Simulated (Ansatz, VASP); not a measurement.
# Cross-check of InGa7As8 (random alloy of the zinc-blende GaAs-InAs line, x = 0.125) between VASP and Ansatz, part 2 of 2

Wanted: the spread between two codes on one cell, functional and k mesh. Of the first pair: The structure shown is the start of the Ansatz relaxation below; VASP solves that cell, so the two are compared at the walk's first step.

VASP 6.6.1 and Ansatz 0.2.0.

So far: The structure; Ansatz: relaxation, PBE.

## Step 3: VASP: single point, PBE, start cell, pair 1

Level of this step: PBE; plane waves and PAW (Ga_d, As, In_d) (VASP).

The same cell, functional, mesh and smearing now go to VASP, with its own data sets.

Lines of VASP's logs that name or quote its potential files are left out, and so is its time.

Contents of INCAR:

```
SYSTEM = InGa7As8
PREC = Accurate
ENCUT = 400
EDIFF = 1E-06
NELM = 120
ISMEAR = -1
SIGMA = 0.05
LREAL = Auto
ALGO = Normal
GGA = PE
NBANDS = 336
LORBIT = 11
LWAVE = .FALSE.
LCHARG = .FALSE.
ISIF = 2
LASPH = .TRUE.
GGA_COMPAT = .FALSE.
NCORE = 2
```

Contents of POSCAR:

```
InGa7As8
1.0
   11.6100000000      0.0000000000      0.0000000000
    0.0000000000     11.6100000000      0.0000000000
    0.0000000000      0.0000000000     11.6100000000
Ga As In
28 32 4
Direct
    0.0027993109      0.9989491817      0.9990869940
    0.0030060293      0.2486907838      0.2505512489
    0.2494401378      0.9993367786      0.2519465978
    0.2500689061      0.2509991387      0.9980964686
    0.0015503876      0.9988199828      0.4997932817
    0.9988113695      0.2493195521      0.7488199828
    0.2480792420      0.0003962102      0.7528596038
    0.2487080103      0.2529198966      0.5000861326
    0.0002067183      0.5010594315      0.0005167959
    0.9996382429      0.7510077519      0.2514470284
    0.2519465978      0.7526184324      0.0037639966
    0.0002842377      0.5015073213      0.5005426357
    0.0003962102      0.7513092162      0.7496210164
    0.2520671835      0.7503186908      0.4993540052
    0.4994142980      0.0000775194      0.9989319552
    0.5006976744      0.2510163652      0.2481136951
    0.7495434970      0.0000602929      0.2476313523
    0.7506029285      0.2477433247      0.9999310939
    0.4999569337      0.9986563307      0.5021877692
    0.7478811370      0.0009474591      0.7513695090
    0.5009130060      0.5002411714      0.0001291990
    0.4994659776      0.7458139535      0.2517915590
    0.7497588286      0.4997932817      0.2500258398
    0.7504306632      0.7494918174      0.0008527132
    0.5037726098      0.4967269595      0.4988888889
    0.5000775194      0.7496124031      0.7522911283
    0.7478122308      0.5005426357      0.7508699397
    0.7509732989      0.7504134367      0.5004823428
    0.1231524548      0.1264857881      0.1210422050
    0.1245736434      0.3775193798      0.3714470284
    0.3731093885      0.1247028424      0.3734883721
    0.3769681309      0.3765460810      0.1258742463
    0.1233936262      0.1245391904      0.6259086994
    0.1235400517      0.3738415159      0.8749784668
    0.3762790698      0.1246683893      0.8734711456
    0.3739018088      0.3753316107      0.6286218777
    0.1243927649      0.6230318691      0.1244013781
    0.1265977606      0.8754866494      0.3765202412
    0.3744875108      0.6258397933      0.3748664944
    0.3725925926      0.8725064599      0.1241257537
    0.1215159345      0.6244702842      0.6264341085
    0.1246511628      0.8753229974      0.8757105943
    0.3756503015      0.6252110250      0.8769509044
    0.3739018088      0.8757278208      0.6251335056
    0.6262015504      0.1242291128      0.1271059432
    0.6252885444      0.3762790698      0.3733591731
    0.8755383290      0.1264599483      0.3735228252
    0.8722222222      0.3769336779      0.1257019811
    0.6283893196      0.1218001723      0.6271317829
    0.6264857881      0.3746942291      0.8739621016
    0.8739276486      0.1259000861      0.8730318691
    0.8748234281      0.3765030146      0.6262876830
    0.6260723514      0.6254005168      0.1261843239
    0.6287683032      0.8757622739      0.3748320413
    0.8730663221      0.6241085271      0.3732816537
    0.8747028424      0.8767011197      0.1253660637
    0.6265460810      0.6293626184      0.6245736434
    0.6245133506      0.8761670973      0.8744530577
    0.8772265289      0.6248062016      0.8739362618
    0.8748664944      0.8770025840      0.6256416882
    0.2486993971      0.5021619294      0.2508785530
    0.2503359173      0.5002067183      0.7488372093
    0.5027993109      0.2505770887      0.7479328165
    0.7513781223      0.2500775194      0.4996813092
```

Contents of KPOINTS:

```
Automatic mesh
0
Gamma
1 1 1
0 0 0
```

The projector-augmented-wave data sets are Ga_d, As and In_d (PBE family, release 64).

Run with:

```console
$ mpirun -np 8 vasp_gam
```

Numbers of over 12 decimals in the logs are rounded to 6 here.

The log of the run:

```text
[banner, memory and clock lines left out]
running    8 mpi-ranks, on    1 nodes
[...]
LDA part: xc-table for (Slater+PW92), standard interpolation
 POSCAR, INCAR and KPOINTS ok, starting setup
[...]
entering main loop
       N       E                     dE             d eps       ncg     rms          rms(c)
DAV:   1     0.879622789243E+04    0.87962E+04   -0.20526E+05   712   0.236E+03
DAV:   2     0.217546091262E+04   -0.66208E+04   -0.64050E+04   672   0.676E+02
DAV:   3     0.539209101706E+02   -0.21215E+04   -0.19944E+04   848   0.252E+02
DAV:   4    -0.238744255008E+03   -0.29267E+03   -0.27876E+03   816   0.900E+01
[...]
DAV:  16    -0.254677568208E+03   -0.19525E-04   -0.19144E-04   808   0.672E-02    0.231E-02
DAV:  17    -0.254677569223E+03   -0.10149E-05   -0.35786E-05   768   0.322E-02    0.200E-02
DAV:  18    -0.254677569513E+03   -0.29024E-06   -0.49541E-06   584   0.161E-02
   1 F= -.25467757E+03 E0= -.25456652E+03  d E =-.222101E+00
```

From OUTCAR (step 3):

```text
  Total       13.3364315     13.2377476     12.8801699      0.3946279      1.1551919     -0.7413109
  in kB       13.6538008     13.5527685     13.1866814      0.4040190      1.1826822     -0.7589520
  external PRESSURE =      13.4644169 kB  Pullay stress =       0.0000000 kB

 POSITION                                       TOTAL-FORCE (eV/Angst)
 -----------------------------------------------------------------------------------
      0.03250     11.59780     11.59940        -0.414993      0.138048     -0.038845
      0.03490      2.88730      2.90890        -0.328412      0.156617     -0.214583
      2.89600     11.60230      2.92510        -0.075842      0.091085     -0.366495
      2.90330      2.91410     11.58790         0.156908     -0.029066      0.092455
      0.01800     11.59630      5.80260        -0.180524      0.158348     -0.001475
     11.59620      2.89460      8.69380         0.012165      0.079983      0.084316
      2.88020      0.00460      8.74070         0.104825     -0.002167     -0.190620
      2.88750      2.93640      5.80600        -0.008795     -0.177940     -0.028786
      0.00240      5.81730      0.00600        -0.123846     -0.208787     -0.038343
     11.60580      8.71920      2.91930         0.023916     -0.078517     -0.122040
      2.92510      8.73790      0.04370        -0.348386     -0.405289     -0.358471
      0.00330      5.82250      5.81130        -0.196375     -0.121355     -0.125820
      0.00460      8.72270      8.70310        -0.137781      0.051617      0.029236
      2.92650      8.71120      5.79750        -0.196722     -0.074591      0.236629
[...]
-----------------------------------------------------------------------------------
    total drift:                                0.033215     -0.070510     -0.020434

  FREE ENERGIE OF THE ION-ELECTRON SYSTEM (eV)
  ---------------------------------------------------
  free  energy   TOTEN  =      -254.6775695132 eV

  energy  without entropy=     -254.4554689932  energy(sigma->0) =     -254.56651925

[... 2 further parts left out ...]
```

The run ends at a pressure of 1.35 GPa, with forces up to 2.2 eV/Å.

## Step 4: Differences

Known differences besides the potentials themselves: the data sets hold 896 valence electrons in Ansatz (on its default PAW (the set named soft_2) files) and 576 in VASP; the cutoff is 420 eV in Ansatz and 400 eV in VASP (PREC = Accurate, projectors in real space). Total energies have different zeros and are not compared.

Forces on 9 of the 64 atoms, those with the largest forces and the largest differences (eV/Å; atoms numbered as in POSCAR):

```csv
atom,"Ansatz x, y, z","VASP x, y, z"
As30,"-0.884, -1.005, 1.273","-0.887, -1.003, 1.273"
As36,"0.284, -0.105, -2.129","0.286, -0.104, -2.133"
As37,"-0.829, 1.220, -0.802","-0.825, 1.234, -0.795"
As39,"0.913, 0.524, 1.031","0.920, 0.508, 1.033"
As40,"0.439, 0.396, 0.415","0.449, 0.408, 0.427"
As41,"-0.364, 0.964, -0.969","-0.355, 0.964, -0.972"
As44,"-0.002, -0.083, 0.222","0.012, -0.094, 0.222"
As47,"0.873, -1.007, -0.771","0.867, -1.012, -0.764"
As50,"0.660, 0.808, 0.986","0.650, 0.807, 0.991"
```

The forces differ by 5.2 meV/Å r.m.s., which is 1.2 % of the r.m.s. force of 0.427 eV/Å (both taken over all components).

## Step 5: Ansatz: relaxation, PBE

This run makes the geometry at which the two programs are then compared. The cell compared in this pair holds 1596.83 Å³, against 1564.94 Å³ for the pair before.

The structure compared here is the end of the Ansatz relaxation.

This is the run of step 2 again, met here at its other cell.

## Step 6: VASP: single point, PBE, relaxed cell, pair 2

The same cell, functional, mesh and smearing now go to VASP, with its own data sets.

INCAR: that of step 3 with these lines changed.

```diff
@@ -2,3 +2,3 @@
 PREC = Accurate
-ENCUT = 400
+ENCUT = 500
 EDIFF = 1E-06
```

Contents of POSCAR:

```
InGa7As8
1.0
   11.6823450000      0.0082320000     -0.0043560000
    0.0082320000     11.6932000000      0.0041720000
   -0.0043560000      0.0041720000     11.6894550000
Ga As In
28 32 4
Direct
    0.9998700000      0.0000200000      0.9996900000
    0.9999600000      0.2479200000      0.2486000000
    0.2502900000      0.9999900000      0.2505200000
    0.2485400000      0.2458400000      0.0021500000
    0.0024900000      0.9979700000      0.5003000000
    0.0000200000      0.2481500000      0.7526200000
    0.2475600000      0.9982200000      0.7502300000
    0.2482200000      0.2461000000      0.4979000000
    0.9968100000      0.5001000000      0.0008600000
    0.9981600000      0.7516900000      0.2497900000
    0.2502600000      0.7536100000      0.0004200000
    0.9977700000      0.5021500000      0.5001400000
    0.9986600000      0.7523100000      0.7496700000
    0.2505200000      0.7548700000      0.5000900000
    0.5000300000      0.9979000000      0.0025000000
    0.4998500000      0.2481500000      0.2477200000
    0.7499900000      0.9982800000      0.2476500000
    0.7522200000      0.2501300000      0.0022900000
    0.4980700000      0.9959400000      0.4980300000
    0.7517500000      0.9961700000      0.7524300000
    0.5043300000      0.5022000000      0.0016100000
    0.5024900000      0.7526300000      0.2503800000
    0.7501000000      0.5023100000      0.2484800000
    0.7505700000      0.7508300000      0.0003500000
    0.5023900000      0.5042800000      0.4977400000
    0.5020200000      0.7516800000      0.7506400000
    0.7523700000      0.5049300000      0.7523300000
    0.7502700000      0.7500800000      0.5001600000
    0.1248700000      0.1235200000      0.1260800000
    0.1170700000      0.3687500000      0.3807400000
    0.3752400000      0.1242000000      0.3739800000
    0.3807000000      0.3691100000      0.1169000000
    0.1247800000      0.1246200000      0.6260100000
    0.1196200000      0.3686800000      0.8828600000
    0.3679500000      0.1169900000      0.8811300000
    0.3750100000      0.3756300000      0.6107900000
    0.1187000000      0.6318700000      0.1186700000
    0.1257000000      0.8751500000      0.3735600000
    0.3803500000      0.6341400000      0.3799100000
    0.3748800000      0.8751600000      0.1272600000
    0.1190400000      0.6336900000      0.6178000000
    0.1239400000      0.8750000000      0.8743100000
    0.3815500000      0.6316700000      0.8815800000
    0.3743500000      0.8754600000      0.6267700000
    0.6257400000      0.1245200000      0.1245500000
    0.6191700000      0.3815500000      0.3669100000
    0.8814300000      0.1168000000      0.3678700000
    0.8750200000      0.3752100000      0.1272800000
    0.6260100000      0.1110300000      0.6243000000
    0.6332500000      0.3818400000      0.8803700000
    0.8737900000      0.1243300000      0.8752300000
    0.8808200000      0.3819600000      0.6332500000
    0.6261800000      0.6276300000      0.1257900000
    0.6265700000      0.8754500000      0.3743100000
    0.8739300000      0.6255600000      0.3740400000
    0.8744900000      0.8754400000      0.1238600000
    0.6259300000      0.6255300000      0.6259500000
    0.6254700000      0.8750100000      0.8764300000
    0.8758700000      0.6278300000      0.8755100000
    0.8749200000      0.8753300000      0.6246100000
    0.2498500000      0.4998200000      0.2501300000
    0.2484000000      0.5018500000      0.7505500000
    0.5001700000      0.2490500000      0.7519300000
    0.7525300000      0.2509300000      0.4981000000
```

KPOINTS is that of step 3.

Run with:

```console
$ mpirun -np 8 vasp_gam
```

The log of the run:

```text
[... set-up lines as in an earlier step ...]
 entering main loop
       N       E                     dE             d eps       ncg     rms          rms(c)
DAV:   1     0.969037684037E+04    0.96904E+04   -0.23066E+05   712   0.266E+03
DAV:   2     0.245133972919E+04   -0.72390E+04   -0.69881E+04   672   0.769E+02
DAV:   3     0.103775676249E+03   -0.23476E+04   -0.22026E+04   840   0.277E+02
DAV:   4    -0.235556900972E+03   -0.33933E+03   -0.32268E+03   808   0.989E+01
[...]
DAV:  16    -0.256425818331E+03   -0.79079E-05   -0.10421E-04   856   0.470E-02    0.790E-03
DAV:  17    -0.256425820231E+03   -0.19001E-05   -0.27377E-05   712   0.275E-02    0.464E-03
DAV:  18    -0.256425820317E+03   -0.85856E-07   -0.32203E-06   456   0.209E-02
   1 F= -.25642582E+03 E0= -.25632531E+03  d E =-.201012E+00
```

OUTCAR, selected parts (step 6):

```text
  Total        1.2010859      1.2975416      1.3748353     -0.0745645     -0.0040874      0.0897811
  in kB        1.2051117      1.3018908      1.3794435     -0.0748144     -0.0041011      0.0900820
  external PRESSURE =       1.2954820 kB  Pullay stress =       0.0000000 kB

 POSITION                                       TOTAL-FORCE (eV/Angst)
 -----------------------------------------------------------------------------------
     11.67647      0.01264     11.68148        -0.009125      0.007148     -0.003701
     11.68284      2.90825      2.90268        -0.002355      0.002000      0.013856
      2.93111     11.69619      2.93152         0.007562      0.004170      0.010458
      2.90554      2.87671      0.02508        -0.000931      0.009165     -0.002589
      0.03513     11.67157      5.85239        -0.001080      0.007126      0.009642
     -0.00100      2.90481      8.79875         0.003381     -0.001593      0.006420
      2.89703     11.67755      8.77287        -0.002159      0.002396     -0.007960
      2.89965      2.88182      5.82013        -0.004306      0.004684      0.009788
     11.64919      5.85598      0.00780         0.006008      0.007632      0.009678
     11.66595      8.79892      2.91870         0.000206     -0.003698      0.003921
      2.92983      8.81417      0.00696         0.000503     -0.002267      0.000223
     11.65825      5.88204      5.84411        -0.004333      0.004766      0.004364
     11.66962      8.80826      8.76202        -0.001982      0.005030     -0.003414
      2.93070      8.83099      5.84784        -0.002440     -0.002936      0.003070
[...]
-----------------------------------------------------------------------------------
    total drift:                               -0.001966     -0.004413      0.008636

  FREE ENERGIE OF THE ION-ELECTRON SYSTEM (eV)
  ---------------------------------------------------
  free  energy   TOTEN  =      -256.4258203170 eV

  energy  without entropy=     -256.2248086885  energy(sigma->0) =     -256.32531450

[... 1 part as in an earlier step ...]

[... 1 further part left out ...]
```

The run ends at a pressure of 0.13 GPa, with forces up to 0.027 eV/Å.

## Step 7: Side by side

What differs besides the data sets and the points named for the pairs above, as far as they apply: the data sets hold 896 valence electrons in Ansatz (on its default PAW (the set named soft_2) files) and 576 in VASP; the cutoff is 420 eV in Ansatz and 500 eV in VASP (PREC = Accurate, projectors in real space). Total energies have different zeros and are not compared.

Compared:

```csv
quantity,Ansatz,VASP,difference
pressure (GPa),0.01,0.13,-0.12
```

The largest component of a force difference here is 7 meV/Å.

## Step 8: What came out

```
r.m.s. force difference (single point, PBE, start cell, pair 1)  : 1.2 % of the r.m.s. force
difference in pressure (single point, PBE, relaxed cell, pair 2) : -0.12 GPa
```

**Reading.** The r.m.s. force difference is 1.2 % of the r.m.s. force (single point, PBE, start cell, pair 1), within the 3 % picked in this series as the mark of a large difference. The data sets hold unlike numbers of valence electrons (896 in Ansatz and 576 in VASP), so part of the differences may come from the potentials. How closely two codes agree says nothing of how well the functional describes the real material.

[Lines on the potential files, build, host, timing and source positions are cut from VASP's logs without a mark.]

[Logs are printed without paths, hosts, clocks, repeated set-up lines and the standing remarks that a program may print on its own settings, such as how far it seeks lower states.]

[Hosts, paths, dates, database ids (printed as entryN), source tags and the programs' standing remarks are cut or masked in the printed files.]
